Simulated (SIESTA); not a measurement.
Ag:

```
Ag
1.0
    -1.65565    1.65565    1.65565
     1.65565   -1.65565    1.65565
     1.65565    1.65565   -1.65565
Ag
1
Cartesian
  0.0000 0.0000 0.0000
```

This isn't the form of Ag at room conditions, which is fcc.

- Program: SIESTA 5.4.2
- Task: single point
- Functional: PBEsol
- Potentials or basis: PseudoDojo 0.4 standard (PBEsol files)
- Basis: DZP (energy shift 0.003 Ry; two zetas on semicore shells)
- Grid cutoff: 800 Ry
- Energy shift: 0.003 Ry
- k mesh: 11 × 11 × 11
- Occupations: fermi-dirac, width 0.05 eV
- Spin: no spin polarisation

On this cell: pressure -7.1 GPa; band gap on the k mesh none (metal or under the smearing width).

The same run follows on a disturbed copy (cell strained at random at fixed volume):

```
Ag
1.0
    -1.66744    1.70967    1.67800
     1.64484   -1.66248    1.60821
     1.64974    1.64478   -1.63081
Ag
1
Cartesian
  -0.0324 0.0239 -0.0218
```

What changes?

The energy (extrapolated to zero smearing) moves by +2.8 meV/atom; pressure -7.2 GPa; band gap on the k mesh none (metal or under the smearing width).

Stress tensor (GPa, compression positive):
```
-7.23  0.54  0.66
 0.54 -6.91 -1.60
 0.66 -1.60 -7.38
```

Caveats: short orbitals over semicore shells can move pressures by several GPa; the basis of atomic orbitals isn't converged, which shifts pressures, moduli and gaps.
